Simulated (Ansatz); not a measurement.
## Ionic part of the dielectric constant of MgO at 6 GPa, mode by mode

The calculation used DFT PBEsol, scalar-relativistic, plane waves, PAW in Ansatz 0.2.0. Plane waves to 420 eV; Γ-centred k mesh 10×10×10; fixed occupations. No spin polarisation. Phonons by linear response, acoustic sum rule imposed.

The structure is cubic, space group Fm-3m (No. 225). Conventional cell: a = 4.165 Å, b = 4.165 Å, c = 4.165 Å, α = 90.00°, β = 90.00°, γ = 90.00°. Mg (site symmetry m-3m) is surrounded by 6 O at 2.08 Å. O (site symmetry m-3m) has 6 Mg at 2.08 Å as nearest neighbours.

The primitive cell has V = 18.06 Å³ and ε∞,yy = 3.205. Each polar mode adds Δε = (4.92064×10⁷/V)·S/ν² along y, with S its oscillator strength in e²/amu, ν in cm⁻¹ and V in Å³.

Task: From these modes, find each Δε and ε0,yy.
```tsv
ν (cm⁻¹)	S_yy (e²/amu)
420.7	0.4003
```

Result:
```tsv
ν (cm⁻¹)	Δε
420.7	6.16
```

The sum is 6.164, so ε0,yy = 9.37; the run's tensor has 9.37.

Task: Where do the longitudinal modes lie for a wave vector along y?

Result: At 719 cm⁻¹. The Lyddane–Sachs–Teller product Π(ν_LO/ν_TO)² = 2.92 matches ε0/ε∞ = 2.92.

Cost: 1 run of about 0.15 core-minutes, on Arm Neoverse V2 (shared hosts).

The lattice supplies roughly two thirds of the static dielectric constant of MgO here, all of it through one polar mode. With two atoms in the primitive cell, rocksalt has a single triply degenerate optical vibration at the zone centre, in which the Mg and O sublattices move against each other, and cubic symmetry makes the response the same in every direction. The oscillator strength implies a Born effective charge close to the nominal ionic value, as expected for a strongly ionic oxide with little dynamical charge transfer. The large LO–TO splitting comes from the macroscopic field that this charge sets up, screened only by the electrons.

The electronic constant of 3.205 is somewhat above what is known for MgO, probably because the semilocal functional underestimates the band gap and so makes the electrons too polarisable. That excess screening would pull the longitudinal mode down, so the Lyddane–Sachs–Teller agreement confirms internal consistency rather than accuracy. A single volume does not show how far compression stiffens the transverse mode and reduces the ionic response.
